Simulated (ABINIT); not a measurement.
Ag:

```xyz
1
Lattice="0.0000 2.0427 2.0427 2.0427 0.0000 2.0427 2.0427 2.0427 0.0000" Properties=species:S:1:pos:R:3 pbc="T T T"
Ag    0.0000    0.0000    0.0000
```

Base run:

```yaml
Program: ABINIT 10.8.3 (patched build)
Functional: revPBE
Potentials_or_basis: JTH PAW PBE v2.0
Cutoff: 544 eV
k_mesh: 11 × 11 × 11
Occupations: fermi-dirac, width 0.05 eV
Spin: no spin polarisation
```

Its results: band gap on the k mesh none (metal or under the smearing width); pressure 7.5 GPa.

After a change of settings the same cell gave: band gap on the k mesh none (metal or under the smearing width); pressure -0.9 GPa. Which change was it?
A. functional from revPBE to WC
B. functional from revPBE to PW91
C. functional from revPBE to SCAN
D. functional from revPBE to BLYP

C.

Caveats: the PAW data sets were made with another functional, which shifts forces and pressure a little.
